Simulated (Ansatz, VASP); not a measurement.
**GaP: VASP beside Ansatz**

```
Ga P
1.0
     0.00000    2.72525    2.72525
     2.72525    0.00000    2.72525
     2.72525    2.72525    0.00000
Ga P
1 1
Direct
  0.00000 0.00000 0.00000
  0.75000 0.75000 0.75000
```

Alike in both runs: task single point; functional LDA; k mesh 8 × 8 × 8; no spin polarisation.

```csv
,VASP,Ansatz
version,VASP 6.6.1,Ansatz 0.2.0
potentials or method,"VASP PAW LDA potentials, release 64 (Ga_d, P), cutoff 520 eV","all-electron LAPW, scalar-relativistic"
occupations,"gaussian, width 0.01 eV",fixed
```

|  | VASP | Ansatz | Ansatz less VASP |
| --- | --- | --- | --- |
| gap on the k mesh at the Fermi level (eV) | 1.49 | 1.49 | -0.002 |
| pressure (GPa) | -2.7 | -2.7 | -0.05 |

Ansatz ran all-electron here, so the differences hold the error of VASP's frozen core and of both bases.

A k mesh can miss the band edges. As with any semilocal functional, this LDA gap is likely too small.
